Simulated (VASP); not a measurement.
A run of VASP 6.6.1:

The input INCAR:

```
  PREC = Accurate
  ENCUT = 520
  EDIFF = 1E-7
  ISMEAR = 0
  SIGMA = 0.05
  LREAL = False
  LASPH = True
  NELM = 100
  ALGO = Normal
  ISIF = 2
  LWAVE = False
  LCHARG = False
  GGA = PE
  NBANDS = 16
```

KPOINTS

```
regular mesh
0
Gamma
  12 12 6
```

Contents of POSCAR:

```
BN
1.0
    2.5843827521      0.0000000000      0.0000000000
   -1.2921913761      2.2381411164      0.0000000000
    0.0000000000      0.0000000000      4.1261174576
B N
2 2
Direct
    0.6666666667      0.3333333333      0.9998064453
    0.3333333333      0.6666666667      0.4998064453
    0.6666666667      0.3333333333      0.6251935547
    0.3333333333      0.6666666667      0.1251935547
```

Potentials or basis: VASP PAW PBE potentials, release 64 (B, N).

Launch:

```console
$ cat potpaw_PBE.64/B/POTCAR potpaw_PBE.64/N/POTCAR > POTCAR
$ mpirun -np 1 vasp_std > vasp.out
```

Hardware: 1 thread of Intel(R) Xeon(R) Platinum 8488C (Sapphire Rapids), with other jobs on the host.

Question: Estimate the wall time of this run.

Answer: It took 14 s on 1 thread of Intel(R) Xeon(R) Platinum 8488C (Sapphire Rapids), with other jobs on the host, peak memory 0.14 GiB. Counts: scf iterations 13, k points 76.
